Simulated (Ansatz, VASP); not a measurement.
# Ru: VASP beside Ansatz

```xyz
2
Lattice="2.7039 0.0000 0.0000 -1.3520 2.3417 0.0000 0.0000 0.0000 4.2671" Properties=species:S:1:pos:R:3 pbc="T T T"
Ru    0.0000    1.5611    1.0668
Ru    1.3520    0.7806    3.2003
```

Alike in both runs: functional r2SCAN; k mesh 15 × 15 × 8; occupations gaussian, width 0.1 eV; no spin polarisation.

Ansatz relaxed the structure, and its values are those at the end. VASP's run is a single point on that final structure, the one shown.

|  | VASP | Ansatz |
| --- | --- | --- |
| version | VASP 6.6.1 | Ansatz 0.2.0 |
| potentials or method | VASP PAW PBE potentials, release 64 (Ru_pv) | scalar-relativistic, plane waves, PAW |
| plane-wave cutoff (eV) | 520 | 500 |
| valence electrons in the cell | 28 | 32 |

|  | VASP | Ansatz | Ansatz less VASP |
| --- | --- | --- | --- |
| gap on the k mesh at the Fermi level (eV) | none | none | - |
| pressure (GPa) | 1.0 | 0.0 | -1.05 |

A gap of «none» marks a metal or a gap that the smearing closes. With one functional, cell and mesh, what is left measures potentials, basis and numerics. The two sets of potentials don't hold the same shells in valence.

Caveats: the PAW data sets were made with another functional, which shifts forces and pressure a little (VASP).
